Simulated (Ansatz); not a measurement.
SiO2: what a change of scf.algorithm, basis.ecutwfc does

Computed with the plane-wave PAW code Ansatz (scalar-relativistic, PAW set soft_2): r2SCAN, no spin polarisation, 500 eV cutoff, k-mesh 6×6×6. These are the settings of the reference run.

Cell:

```cif
data_structure
_symmetry_space_group_name_H-M 'P 1'
_symmetry_Int_Tables_number 1
_cell_length_a 5.0629
_cell_length_b 5.0629
_cell_length_c 5.0629
_cell_angle_alpha 121.486
_cell_angle_beta 121.486
_cell_angle_gamma 87.445
_cell_volume 89.61
loop_
_atom_site_label
_atom_site_type_symbol
_atom_site_fract_x
_atom_site_fract_y
_atom_site_fract_z
_atom_site_occupancy
Si1 Si 0.00000 0.00000 0.00000 1
Si2 Si 0.75000 0.25000 0.50000 1
O1 O 0.37500 0.22246 0.34746 1
O2 O 0.97246 0.62500 0.84746 1
O3 O 0.77754 0.12500 0.15254 1
O4 O 0.87500 0.02754 0.65254 1
```

The reference run of this cell is solved again as a single point with these keys changed:

| key | reference run | changed run |
| --- | --- | --- |
| scf.algorithm | not typed | direct_min |
| basis.ecutwfc | 500 | 200 eV |

Problem. Does this change matter?

Solution. 

```
                                    quantity  reference run  changed run
energy, changed less reference (meV an atom)              0       4489.8
                              pressure (GPa)            0.0          2.7
                        largest force (eV/Å)           0.00         0.28
                        gap on the mesh (eV)           6.55         5.84
```

The energy moves by 4490 meV an atom (26.94 eV for the cell). It took 7 iterations from the trained starting density.

Caveats: a single point, atoms not relaxed again; semilocal functionals make gaps too small and can close them; the changed cutoff lies under the advised one, so the shift is an error of the basis.
